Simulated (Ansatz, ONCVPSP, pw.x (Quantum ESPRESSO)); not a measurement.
## What a changed setting does to a pw.x run (bcc Mg)

Potential: optimised norm-conserving Vanderbilt (ONCV), ONCVPSP 4.0.1.1 (patched build), PBE; core [Ne], reference 3s2; waves: 3s: rc 2.20 bohr, ncon 4, nbas 9, qcut 4 1/bohr, 2 projectors, debl 3 Ha; p scattering state at 0.23 Ha: rc 2.05 bohr, ncon 4, nbas 8, qcut 5.1 1/bohr, 2 projectors, debl 3.3 Ha; d scattering state at 0.38 Ha: rc 1.85 bohr, ncon 4, nbas 9, qcut 5.4 1/bohr, 1 projector; local part: polynomial inside 1.20 bohr (lpopt 1, dvloc0 0 Ha); core correction: Teter function, fcfact 5.75, rcfact 1.05.

The reference run (k-mesh 13³, cutoffs 50/200 Ry, Fermi–Dirac 0.01 Ry, mixing_beta 0.4, conv_thr 1e-9, no spin) gives 0.47 GPa at 22.870 Å³/atom, where all-electron LAPW gives 0.19 GPa. This run, with its own iteration cap, changes smearing to mv.

```
&control
  calculation='scf', prefix='x', pseudo_dir='./', outdir='./tmp', tstress=.true., disk_io='none'
/
&system
  ibrav=0, nat=1, ntyp=1, ecutwfc=50, ecutrho=200, nbnd=8,
  occupations='smearing', smearing='mv', degauss=0.01
/
&electrons
  conv_thr=1e-09, mixing_beta=0.4, electron_maxstep=50
/
ATOMIC_SPECIES
Mg 1.0 Mg.UPF
CELL_PARAMETERS angstrom
  -1.78814222 1.78814222 1.78814222
  1.78814222 -1.78814222 1.78814222
  1.78814222 1.78814222 -1.78814222
ATOMIC_POSITIONS crystal
Mg 0.0000 0.0000 0.0000
K_POINTS automatic
13 13 13 0 0 0
```

```bash
pw.x < Mg.scf.in > Mg.scf.out
```

**Question.** How does the run end?

**Answer.** It converges in 5 iterations; the free energy moves by +16.6 meV/atom and the pressure by -0.01 GPa. This scheme is built to cancel the term in the square of the width that Fermi–Dirac smearing leaves in the F of a metal.

```
Message from routine setup:
     using ibrav=0 with symmetry is DISCOURAGED, use correct ibrav instead
     lattice parameter (alat)  =       5.8528  a.u.
     unit-cell volume          =     154.3344 (a.u.)^3
     number of electrons       =         2.00
     number of Kohn-Sham states=            8
     kinetic-energy cutoff     =      50.0000  Ry
     charge density cutoff     =     200.0000  Ry
     scf convergence threshold =      1.0E-09
     Exchange-correlation= PBE
     number of k points=    84  Marzari-Vanderbilt smearing, width (Ry)=  0.0100
     iteration #  1     ecut=    50.00 Ry     beta= 0.40
     total energy              =      -1.95694927 Ry
     estimated scf accuracy    <       0.00369583 Ry
     iteration #  2     ecut=    50.00 Ry     beta= 0.40
     total energy              =      -1.95689457 Ry
     estimated scf accuracy    <       0.00132535 Ry
     iteration #  3     ecut=    50.00 Ry     beta= 0.40
     total energy              =      -1.95689949 Ry
     estimated scf accuracy    <       0.00000003 Ry
     iteration #  4     ecut=    50.00 Ry     beta= 0.40
     c_bands:  1 eigenvalues not converged
     c_bands:  1 eigenvalues not converged
     total energy              =      -1.95689975 Ry
     estimated scf accuracy    <          6.2E-09 Ry
     iteration #  5     ecut=    50.00 Ry     beta= 0.40
     the Fermi energy is     3.7217 ev
!    total energy              =      -1.95689975 Ry
     estimated scf accuracy    <          7.1E-10 Ry
     smearing contrib. (-TS)   =      -0.00006737 Ry
     The total energy is F=E-TS. E is the sum of the following terms:
     one-electron contribution =       1.26622074 Ry
     hartree contribution      =       0.00388038 Ry
     xc contribution           =      -1.07296678 Ry
     ewald contribution        =      -2.15396673 Ry
     convergence has been achieved in   5 iterations
          total   stress  (Ry/bohr**3)                   (kbar)     P=        4.69
     Message from routine punch:
     Nothing written, as per user request (disk_io='none')
```

The run took about 6.5 s on one core of a shared host (Neoverse-V2, 192 threads, 742 GiB, load 111).
